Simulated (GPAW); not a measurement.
# BeS (F-43m): dielectric function and energy loss

Wanted: optical spectrum and plasmon of BeS (F-43m), with cost.

Main program and level: GPAW 26.7.0; LDA and many-body steps on it, plane waves.

The database entry behind the starting cell differs from other determinations of this structure, so it need not match the best structure at room temperature.

### Step 1. The starting structure

It takes space group F-43m (No. 216, cubic). The conventional cell has a = 4.850 Å, b = 4.850 Å, c = 4.850 Å, α = 90.00°, β = 90.00°, γ = 90.00°. Nearest to Be lie 4 S at 2.10 Å. Nearest to S lie 4 Be at 2.10 Å. Farther neighbours, and contacts between anions beyond the nearest, are not listed.

Structure file:

```xyz
2
Lattice="0.0000 2.4250 2.4250 2.4250 0.0000 2.4250 2.4250 2.4250 0.0000" Properties=species:S:1:pos:R:3 pbc="T T T"
Be    0.0000    0.0000    0.0000
S     1.2125    1.2125    1.2125
```

The cell and positions come from the Crystallography Open Database and are kept as given unless a step says otherwise.

### Step 2. Empty states on the mesh, 10×10×10 mesh, 37 bands

This step: GPAW 26.7.0; DFT, LDA, plane waves, PAW.

The sums over transitions need many empty states on a uniform mesh; this step solves for them.

run.py reads:

```python
import json
import numpy as np
from gpaw.mpi import world
from gpaw import GPAW

calc = GPAW('gs.gpw').fixed_density(kpts={'size': (10, 10, 10), 'gamma': True},
    nbands=43,
    convergence={'bands': 37},
    txt='nscf.txt')
calc.write('full.gpw', mode='all')
res = {}
kpts = calc.get_ibz_k_points()
res['kpts'] = kpts
res['eigenvalues'] = [calc.get_eigenvalues(kpt=k) for k in range(len(kpts))]
res['n_electrons'] = calc.get_number_of_electrons()

if world.rank == 0:
    with open('result.json', 'w') as f:
        json.dump(res, f, default=lambda x: x.tolist())
```

Launch:

```sh
mpirun -n 4 gpaw python run.py
```

What it wrote:

```text
Diagonalizing LCAO Hamiltonian
Converting LCAO to pw mode
convergence criteria:
- Maximum integral of absolute [eigenst]ate change: 4e-08 eV^2 / valence electron
maximum number of iterations: 100

SCF iterations
|iter     |     time |      energy | eigst |  dens |
|iter:   1|  |             | +4.17 |       |
|iter:   2|  |             | +2.82 |       |
|iter:   3|  |             | +1.77 |       |
[...]
|iter:  14|  |             | -6.66 |       |
|iter:  15|  |             | -7.07 |       |
|iter:  16|  |             | -7.47c|       |
SCF steps: 16
  __  _  _
 | _ |_)|_||  |
 |__||  | ||/\| - 26.7.0

Input parameters:
  mode=PW(ecut=600.0),
  convergence={'bands': 37},
  gpts=array([20, 20, 20]),
  kpts=MonkhorstPack(size=(10, 10, 10), gamma=True),
  maxiter=100,
  nbands=43,
  occupations=Occupations(name='fermi-dirac', width=0.001, fixmagmom=False),
  parallel={},
  xc=XC(name='LDA')
# Writing to full.gpw (mode='all')
  [... matrices ...]

timing:  # [seconds]
  Total: 0.043  # ━━━━━━━━━━━━━━━━━━━━━━━━━━━━━━━━━━━━━━━━━━━━━━━━━━━━━━━━━━━
```

It took 9.5 s on 4 MPI ranks of Arm Neoverse V2, shared host; peak memory 0.65 GiB.

Read from the output:

| Item | Value |
| --- | --- |
| gap | 2.896 eV |
| k of the valence top | 0, 0, 0 |
| k of the conduction bottom | 0.5, 0.5, 0 |
| least direct gap | 5.507 eV |
| k points computed | 47 |
| lowest point of the top converged band, above the valence top | 52.5801 eV |

On this mesh the gap is 2.896 eV.

### Step 3. RPA response

The response function is computed on a frequency grid, with local fields up to the given cutoff.

This step: linear response, RPA, on LDA, plane waves, PAW.

run.py reads:

```python
import json
import numpy as np
from gpaw.mpi import world
from gpaw.response.df import DielectricFunction

df = DielectricFunction('full.gpw',
    ecut=50,
    nbands=37,
    eta=0.2,
    frequencies={'type': 'nonlinear', 'domega0': 0.05, 'omega2': 10.0},
    intraband=False,
    txt='df.txt')
res = {'optical': {}, 'eels': []}
for d in 'x':
    y0, y = df.get_dielectric_function(direction=d, xc='RPA', filename=None)
    res['optical'][d] = [y0.real, y0.imag, y.real, y.imag]
res['w'] = df.get_frequencies()
for q_c in [[0.1, 0, 0], [0.2, 0, 0], [0.5, 0, 0], [0.8, 0, 0], [1.2, 0, 0]]:
    res['eels'].append(df.get_eels_spectrum(q_c=q_c, xc='RPA', filename=None))

if world.rank == 0:
    with open('result.json', 'w') as f:
        json.dump(res, f, default=lambda x: x.tolist())
```

Launch:

```sh
mpirun -n 4 gpaw python run.py
```

What it wrote:

```text
Using integrator: PointIntegrator
NonLinearFrequencyDescriptor(from 0.000 to 71.529 eV, 362 points)
Nonperiodic BCs:  [False False False]
Using integrator: PointIntegrator
NonLinearFrequencyDescriptor(from 0.000 to 71.529 eV, 362 points)
Nonperiodic BCs:  [False False False]

Calculating chi0 body with:
    Ground state adapter containing:
    Number of spins: 1
    Number of kpoints: 1000
    Number of irreducible kpoints: 47
    Number of completely occupied states: 4
    Number of partially occupied states: 4
    Occupied states memory: 0.48828125 M / cpu

    Linear response parametrization:
    q_c: [0.0, 0.0, 0.0]
    Number of frequency points: 362
    Planewave cutoff: 50.0
    Number of bands: 37
    Number of planewaves: 15
    Broadening (eta): 0.2
    comm.size: 4
    kncomm.size: 4
    blockcomm.size: 1

    Memory estimate of potentially large arrays:
        chi0_wGG: 1.242828 M / cpu
Integrating chi0 body.

Symmetries of q_c:
    Direct symmetries (Uq -> q): 24
    Indirect symmetries (TUq -> q): 24
In total 48 allowed symmetries.

  [... matrices ...]
47 groups of equivalent kpoints. 95.3% reduction.

Integral kind: spectral function

Calculating chi0 optical extensions with:
    Ground state adapter containing:
    Number of spins: 1
    Number of kpoints: 1000
    Number of irreducible kpoints: 47
    Number of completely occupied states: 4
    Number of partially occupied states: 4
    Occupied states memory: 0.48828125 M / cpu

    Linear response parametrization:
    Number of frequency points: 362
    Planewave cutoff: 50.0
    Number of bands: 37
    Number of planewaves: 15
    Broadening (eta): 0.2
Integrating chi0 head and wings.

Symmetries of q_c:
    Direct symmetries (Uq -> q): 24
    Indirect symmetries (TUq -> q): 24
In total 48 allowed symmetries.

  [... matrices ...]
47 groups of equivalent kpoints. 95.3% reduction.

Integral kind: spectral function wings

Calculating chi0 body with:
    Ground state adapter containing:
    Number of spins: 1
    Number of kpoints: 1000
    Number of irreducible kpoints: 47
    Number of completely occupied states: 4
    Number of partially occupied states: 4
    Occupied states memory: 0.48828125 M / cpu

    Linear response parametrization:
    q_c: [0.1, 0.0, 0.0]
    Number of frequency points: 362
    Planewave cutoff: 50.0
    Number of bands: 37
    Number of planewaves: 18
    Broadening (eta): 0.2
    comm.size: 4
    kncomm.size: 4
    blockcomm.size: 1

    Memory estimate of potentially large arrays:
        chi0_wGG: 1.789673 M / cpu
Integrating chi0 body.

Symmetries of q_c:
    Direct symmetries (Uq -> q): 6
    Indirect symmetries (TUq -> q): 0
In total 6 allowed symmetries.

  [... matrices ...]
220 groups of equivalent kpoints. 78.0% reduction.

Integral kind: spectral function

[... 4 further calls ...]
```

The job ended after 7 s (4 MPI ranks; peak memory 0.78 GiB).

Numbers from this step:

* ε at zero frequency: 5.134
* the same without local fields: 5.850

The static value is 5.13.

The ε₂ has structure finer than the step of the table below, so its rows give means over 2 eV. Peaks (eV: height): xx, no local fields 6.8: 18.1; xx, local fields 6.8: 14.4.

RPA, broadening 0.2 eV. Table of ε₂ by photon energy; means over each step:

| photon energy (eV) | xx, no local fields | xx, local fields |
| --- | --- | --- |
| 2 | 0.0933 | 0.0748 |
| 4 | 0.449 | 0.355 |
| 6 | 9.93 | 7.69 |
| 8 | 10.5 | 8.74 |
| 10 | 3.80 | 3.71 |
| 12 | 1.79 | 1.86 |
| 14 | 1.11 | 1.35 |
| 16 | 0.624 | 0.780 |
| 18 | 0.415 | 0.539 |
| 20 | 0.306 | 0.463 |
| 22 | 0.145 | 0.324 |
| 24 | 0.0869 | 0.191 |
| 26 | 0.0677 | 0.150 |
| 28 | 0.0457 | 0.120 |
| 30 | 0.0369 | 0.0964 |
| 32 | 0.0383 | 0.0735 |
| 34 | 0.0289 | 0.0639 |
| 36 | 0.0239 | 0.0380 |
| 38 | 0.0217 | 0.0297 |

The loss function, xx has structure finer than the step of the table below, so its rows give means over 1 eV. Peaks (eV: height): 18.8: 2.26, 20.4: 2.39, 21.8: 2.97.

Optical limit, local fields. Table of loss function, xx by energy loss; means over each step:

energy loss (eV), loss function, xx and a bar:
```
        1       0.00 
        2       0.00 
        3       0.00 
        4       0.01 
        5       0.01 
        6       0.04 
        7       0.08 #
        8       0.10 #
        9       0.17 ##
       10       0.23 ###
       11       0.24 ###
       12       0.41 #####
       13       0.47 #####
       14       0.55 ######
       15       0.70 ########
       16       1.05 ############
       17       1.31 ###############
       18       1.74 ####################
       19       2.01 #######################
       20       2.14 ########################
       21       2.19 #########################
       22       2.67 ##############################
       23       2.25 #########################
       24       1.48 #################
       25       0.98 ###########
       26       0.77 #########
       27       0.55 ######
       28       0.44 #####
       29       0.37 ####
       30       0.31 ###
       31       0.20 ##
       32       0.17 ##
       33       0.21 ##
       34       0.14 ##
       35       0.09 #
       36       0.08 #
       37       0.07 #
       38       0.05 #
       39       0.04
```

RPA, local fields; q along the first reciprocal vector. Table of -Im 1/eps(q) by energy loss; read off at these points:

| energy loss (eV) | q = 0.224 1/A | q = 0.449 1/A | q = 1.122 1/A | q = 1.795 1/A | q = 2.693 1/A |
| --- | --- | --- | --- | --- | --- |
| 0.0 | 0 | 0 | 0 | 0 | 0 |
| 2.0 | 0.00226 | 0.00206 | 0.00132 | 9.3e-4 | 7.3e-4 |
| 4.0 | 0.00560 | 0.00522 | 0.00366 | 0.00239 | 0.00224 |
| 6.0 | 0.0333 | 0.0287 | 0.0125 | 0.0131 | 0.0223 |
| 8.0 | 0.110 | 0.0773 | 0.0438 | 0.0624 | 0.0768 |
| 10.0 | 0.153 | 0.180 | 0.115 | 0.120 | 0.102 |
| 12.0 | 0.363 | 0.273 | 0.194 | 0.173 | 0.120 |
| 14.0 | 0.543 | 0.534 | 0.365 | 0.144 | 0.133 |
| 16.0 | 0.948 | 0.893 | 0.469 | 0.177 | 0.113 |
| 18.0 | 1.56 | 1.30 | 0.464 | 0.260 | 0.120 |
| 20.0 | 2.00 | 1.76 | 0.876 | 0.389 | 0.151 |
| 22.0 | 2.83 | 2.77 | 1.46 | 0.604 | 0.166 |
| 22.8 | 2.54 | 2.60 | 1.74 | 0.582 | 0.197 |
| 24.0 | 1.61 | 1.65 | 1.50 | 0.582 | 0.204 |
| 26.0 | 0.776 | 0.895 | 1.25 | 0.730 | 0.237 |
| 28.0 | 0.423 | 0.529 | 1.09 | 0.732 | 0.274 |
| 30.0 | 0.303 | 0.338 | 0.764 | 0.962 | 0.320 |
| 32.0 | 0.164 | 0.202 | 0.492 | 0.877 | 0.313 |
| 34.0 | 0.140 | 0.140 | 0.291 | 0.643 | 0.408 |
| 36.0 | 0.0726 | 0.0821 | 0.215 | 0.514 | 0.340 |
| 38.0 | 0.0540 | 0.0623 | 0.131 | 0.342 | 0.309 |

### Step 4. ALDA response

This step: linear response, ALDA, on LDA, plane waves, PAW.

run.py, as its differences from that of step 3:

```diff
@@ -14,7 +14,7 @@
 for d in 'x':
-    y0, y = df.get_dielectric_function(direction=d, xc='RPA', filename=None)
+    y0, y = df.get_dielectric_function(direction=d, xc='ALDA', filename=None)
     res['optical'][d] = [y0.real, y0.imag, y.real, y.imag]
 res['w'] = df.get_frequencies()
-for q_c in [[0.1, 0, 0], [0.2, 0, 0], [0.5, 0, 0], [0.8, 0, 0], [1.2, 0, 0]]:
-    res['eels'].append(df.get_eels_spectrum(q_c=q_c, xc='RPA', filename=None))
+for q_c in [[0.5, 0, 0]]:
+    res['eels'].append(df.get_eels_spectrum(q_c=q_c, xc='ALDA', filename=None))
```

Launch:

```sh
mpirun -n 4 gpaw python run.py
```

What it wrote:

```text
Using integrator: PointIntegrator
NonLinearFrequencyDescriptor(from 0.000 to 71.529 eV, 362 points)
Nonperiodic BCs:  [False False False]
Using integrator: PointIntegrator
NonLinearFrequencyDescriptor(from 0.000 to 71.529 eV, 362 points)
Nonperiodic BCs:  [False False False]

Calculating chi0 body with:
    Ground state adapter containing:
    Number of spins: 1
    Number of kpoints: 1000
    Number of irreducible kpoints: 47
    Number of completely occupied states: 4
    Number of partially occupied states: 4
    Occupied states memory: 0.48828125 M / cpu

    Linear response parametrization:
    q_c: [0.0, 0.0, 0.0]
    Number of frequency points: 362
    Planewave cutoff: 50.0
    Number of bands: 37
    Number of planewaves: 15
    Broadening (eta): 0.2
    comm.size: 4
    kncomm.size: 4
    blockcomm.size: 1

    Memory estimate of potentially large arrays:
        chi0_wGG: 1.242828 M / cpu
Integrating chi0 body.

Symmetries of q_c:
    Direct symmetries (Uq -> q): 24
    Indirect symmetries (TUq -> q): 24
In total 48 allowed symmetries.

  [... matrices ...]
47 groups of equivalent kpoints. 95.3% reduction.

Integral kind: spectral function

Calculating chi0 optical extensions with:
    Ground state adapter containing:
    Number of spins: 1
    Number of kpoints: 1000
    Number of irreducible kpoints: 47
    Number of completely occupied states: 4
    Number of partially occupied states: 4
    Occupied states memory: 0.48828125 M / cpu

    Linear response parametrization:
    Number of frequency points: 362
    Planewave cutoff: 50.0
    Number of bands: 37
    Number of planewaves: 15
    Broadening (eta): 0.2
Integrating chi0 head and wings.

Symmetries of q_c:
    Direct symmetries (Uq -> q): 24
    Indirect symmetries (TUq -> q): 24
[...]
(0,0)   1.00000000  1.00000000  yes
      (1,-1)  0.00000000  0.00000000  yes
      (1,0)   0.00000000  0.00000000  yes
[...]
In total: 1.000000 of the surface norm square is covered on average
      In total: 1.000000 of the surface norm square could be covered on average

    RSHE of atom 1
      (l,m)   max weight  avg weight  included
[...]
In total: 0.999999 of the surface norm square is covered on average
      In total: 0.999999 of the surface norm square could be covered on average

  [... matrices ...]

Calculating chi0 body with:
    Ground state adapter containing:
    Number of spins: 1
    Number of kpoints: 1000
    Number of irreducible kpoints: 47
    Number of completely occupied states: 4
    Number of partially occupied states: 4
    Occupied states memory: 0.48828125 M / cpu

    Linear response parametrization:
    q_c: [0.5, 0.0, 0.0]
    Number of frequency points: 362
    Planewave cutoff: 50.0
    Number of bands: 37
    Number of planewaves: 22
    Broadening (eta): 0.2
    comm.size: 4
    kncomm.size: 4
    blockcomm.size: 1

    Memory estimate of potentially large arrays:
        chi0_wGG: 2.673462 M / cpu
Integrating chi0 body.

Symmetries of q_c:
    Direct symmetries (Uq -> q): 6
    Indirect symmetries (TUq -> q): 6
In total 12 allowed symmetries.

  [... matrices ...]
116 groups of equivalent kpoints. 88.4% reduction.

Integral kind: spectral function

Calculating ALDA kernel
Calculating f(G)
    Calculating PAW corrections

    RSHE of atom 0
      (l,m)   max weight  avg weight  included
[...]
In total: 1.000000 of the surface norm square is covered on average
      In total: 1.000000 of the surface norm square could be covered on average

    RSHE of atom 1
      (l,m)   max weight  avg weight  included
[...]
(4,1)   0.00000000  0.00000000  yes
      (4,2)   0.00000000  0.00000000  yes
[... further lines of this kind ...]
      In total: 0.999999 of the surface norm square is covered on average
      In total: 0.999999 of the surface norm square could be covered on average
```

Elapsed: 3.4 s, on 4 MPI ranks; peak memory 0.76 GiB; 13 s of CPU time.

This step gave:

| Item | Value |
| --- | --- |
| ε at zero frequency | 5.290 |
| the same without local fields | 5.850 |

The static value is 5.29.

### Step 5. RPA response, local-field cutoff (10×10×10 mesh, 37 bands, screening to 100 eV, broadening 0.2 eV)

This step: linear response, RPA, on LDA, plane waves, PAW.

run.py, as its differences from that of step 4:

```diff
@@ -6,3 +6,3 @@
 df = DielectricFunction('full.gpw',
-    ecut=50,
+    ecut=100,
     nbands=37,
@@ -14,3 +14,3 @@
 for d in 'x':
-    y0, y = df.get_dielectric_function(direction=d, xc='ALDA', filename=None)
+    y0, y = df.get_dielectric_function(direction=d, xc='RPA', filename=None)
     res['optical'][d] = [y0.real, y0.imag, y.real, y.imag]
@@ -18,3 +18,3 @@
 for q_c in [[0.5, 0, 0]]:
-    res['eels'].append(df.get_eels_spectrum(q_c=q_c, xc='ALDA', filename=None))
+    res['eels'].append(df.get_eels_spectrum(q_c=q_c, xc='RPA', filename=None))
```

Launch:

```sh
mpirun -n 4 gpaw python run.py
```

What it wrote:

```text
Using integrator: PointIntegrator
NonLinearFrequencyDescriptor(from 0.000 to 71.529 eV, 362 points)
Nonperiodic BCs:  [False False False]
Using integrator: PointIntegrator
NonLinearFrequencyDescriptor(from 0.000 to 71.529 eV, 362 points)
Nonperiodic BCs:  [False False False]

Calculating chi0 body with:
    Ground state adapter containing:
    Number of spins: 1
    Number of kpoints: 1000
    Number of irreducible kpoints: 47
    Number of completely occupied states: 4
    Number of partially occupied states: 4
    Occupied states memory: 0.48828125 M / cpu

    Linear response parametrization:
    q_c: [0.0, 0.0, 0.0]
    Number of frequency points: 362
    Planewave cutoff: 100.0
    Number of bands: 37
    Number of planewaves: 59
    Broadening (eta): 0.2
    comm.size: 4
    kncomm.size: 4
    blockcomm.size: 1

    Memory estimate of potentially large arrays:
        chi0_wGG: 19.227936 M / cpu
Integrating chi0 body.

Symmetries of q_c:
    Direct symmetries (Uq -> q): 24
    Indirect symmetries (TUq -> q): 24
In total 48 allowed symmetries.

  [... matrices ...]
47 groups of equivalent kpoints. 95.3% reduction.

Integral kind: spectral function

Calculating chi0 optical extensions with:
    Ground state adapter containing:
    Number of spins: 1
    Number of kpoints: 1000
    Number of irreducible kpoints: 47
    Number of completely occupied states: 4
    Number of partially occupied states: 4
    Occupied states memory: 0.48828125 M / cpu

    Linear response parametrization:
    Number of frequency points: 362
    Planewave cutoff: 100.0
    Number of bands: 37
    Number of planewaves: 59
    Broadening (eta): 0.2
Integrating chi0 head and wings.

Symmetries of q_c:
    Direct symmetries (Uq -> q): 24
    Indirect symmetries (TUq -> q): 24
In total 48 allowed symmetries.

  [... matrices ...]
47 groups of equivalent kpoints. 95.3% reduction.

Integral kind: spectral function wings

Calculating chi0 body with:
    Ground state adapter containing:
    Number of spins: 1
    Number of kpoints: 1000
    Number of irreducible kpoints: 47
    Number of completely occupied states: 4
    Number of partially occupied states: 4
    Occupied states memory: 0.48828125 M / cpu

    Linear response parametrization:
    q_c: [0.5, 0.0, 0.0]
    Number of frequency points: 362
    Planewave cutoff: 100.0
    Number of bands: 37
    Number of planewaves: 70
    Broadening (eta): 0.2
    comm.size: 4
    kncomm.size: 4
    blockcomm.size: 1

    Memory estimate of potentially large arrays:
        chi0_wGG: 27.066040 M / cpu
Integrating chi0 body.

Symmetries of q_c:
    Direct symmetries (Uq -> q): 6
    Indirect symmetries (TUq -> q): 6
In total 12 allowed symmetries.

  [... matrices ...]
116 groups of equivalent kpoints. 88.4% reduction.

Integral kind: spectral function
```

The job ended after 4 s (4 MPI ranks; peak memory 0.85 GiB).

Numbers from this step:

| Item | Value |
| --- | --- |
| ε at zero frequency | 5.025 |
| the same without local fields | 5.850 |

The static value is 5.03.

The ε₂ has structure finer than the step of the table below, so its rows give means over 2 eV. Peaks (eV: height): xx, no local fields 6.8: 18.1; xx, local fields 6.8: 13.6.

RPA, broadening 0.2 eV. Table of ε₂ by photon energy; means over each step:

| photon energy (eV) | xx, no local fields | xx, local fields |
| --- | --- | --- |
| 2 | 0.0933 | 0.0706 |
| 4 | 0.449 | 0.326 |
| 6 | 9.93 | 6.98 |
| 8 | 10.5 | 8.89 |
| 10 | 3.80 | 3.82 |
| 12 | 1.79 | 1.92 |
| 14 | 1.11 | 1.39 |
| 16 | 0.624 | 0.796 |
| 18 | 0.415 | 0.547 |
| 20 | 0.306 | 0.476 |
| 22 | 0.145 | 0.331 |
| 24 | 0.0869 | 0.186 |
| 26 | 0.0677 | 0.144 |
| 28 | 0.0457 | 0.114 |
| 30 | 0.0369 | 0.0955 |
| 32 | 0.0383 | 0.0729 |
| 34 | 0.0289 | 0.0721 |
| 36 | 0.0239 | 0.0403 |
| 38 | 0.0217 | 0.0306 |

[end of part 1 of 2]

[Long decimals in the printed logs are rounded to 6 places.]

[Logs are printed without paths, hosts, clocks, repeated set-up lines and the standing remarks that a program may print on its own settings, such as how far it seeks lower states.]

[Paths, hosts, dates, memory and timing lines, banners, echoed tables and standing remarks are left out of the program output; an Ansatz launch command may be rebuilt from the run's recorded settings. Measured values are a selection of at most five: reports struck by readers or far from the other reports are left out. None is set beside runs whose start may be inverted or whose files or cutoffs have a known fault.]

[Runs of the session that timed out or met a known fault of the program may be left out.]

[Hosts, paths, dates, database ids (printed as entryN), source tags and the programs' standing remarks are cut or masked in the printed files.]

[Where the starting crystal was built by hand or by swapping elements, it need not be the compound's stable phase.]
